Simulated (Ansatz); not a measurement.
# Rh (bcc type) under strong compression

```yaml
crystal:
  lattice:
    - [-1.53593, 1.53593, 1.53593]
    - [1.53593, -1.53593, 1.53593]
    - [1.53593, 1.53593, -1.53593]
  atoms:
    - { symbol: Rh, position: [0.00000, 0.00000, 0.00000] }
```

The cell comes from a relaxation on PAW files under the same functional, begun from a prototype that needn't be the stable phase.

Its volume is scaled at fixed shape and fractional positions.

Computed with Ansatz 0.2.0; functional PBE, scalar-relativistic. Settings: a Γ-centred 17×17×17 k mesh, Fermi–Dirac smearing of 0.1 eV, no spin polarisation. Methods: LAPW: all electrons, basis error target 1 meV/atom; PAW: frozen-core files, cutoff 420 eV; crystal datasets: all electrons, by PAW datasets that the program makes for each cell; norm-conserving: pseudopotentials, cutoff 1197 eV; PAW (cutoff 250 eV): frozen-core files, cutoff 250 eV.

Energies are extrapolated to zero smearing and count from the unscaled cell; pressure is positive in compression; gaps take the mesh and a band path. No temperature or zero-point motion is included.

The structure type is held throughout; the real material can change phase at far lower pressure.

```csv
V/V0,V (Å³/atom),P LAPW (GPa),ΔE LAPW (eV/atom),P PAW − LAPW (GPa),ΔE PAW − LAPW (meV/atom)
1.00,14.49,-0.06,0.000,0.06,0.0
0.95,13.77,13.46,0.026,0.07,0.3
0.85,12.32,?,0.319,0.09,1.0
0.75,10.87,136.9,1.152,0.06,1.7
0.65,9.42,289.1,2.999,-0.06,1.7
0.55,7.97,591.5,6.816,-0.49,-0.1
0.45,6.52,1239,14.697,-4.68,-17.1
0.40,5.80,1839,21.553,-13.00,-54.4
```

Question: What belongs in the row "0.85", column "P LAPW (GPa)"?

Answer: 56.7.

Question: Fit the Vinet equation to the LAPW pressures over the whole range, with residuals weighted by 1/(|P| + 0.03·Pmax).

Answer: V0 = 14.50 Å³/atom, B0 = 226 GPa and B0′ = 5.35, and the fit misses no point by more than 7.4 GPa. A fit over so wide a range pins B0 less well than one near rest.

Question: From the table, what is the rise of the enthalpy H = E + pV up to the last row, and how stiff is the crystal between the last two rows?

Answer: ΔH = 21.553 eV + (1839 GPa × 5.80 Å³ + 0.06 GPa × 14.49 Å³) × 0.006242 eV/(GPa·Å³) = 88.11 eV/atom, of which pV makes 76 %. The mean bulk modulus there is −ΔP/Δln V = 5100 GPa.

Question: At the smallest volume, how far do crystal datasets and norm-conserving and PAW (cutoff 250 eV) lie from LAPW in pressure?

Answer: crystal datasets: 0.00 GPa; norm-conserving: +9.68 GPa; PAW (cutoff 250 eV): +36.84 GPa, on a LAPW pressure of 1839 GPa.

Question: How do the Löwdin populations by LAPW change from the unscaled cell to the last row?

Answer: Rh 4s 1.97 → 1.87, Rh 5s 0.78 → 0.55, Rh 4p 6.00 → 5.96, Rh 4d 8.17 → 8.51 electrons an atom. These are projections on the shells that the free atoms fill; 0.09 e a cell lies outside them at the start and 0.12 e at the end.
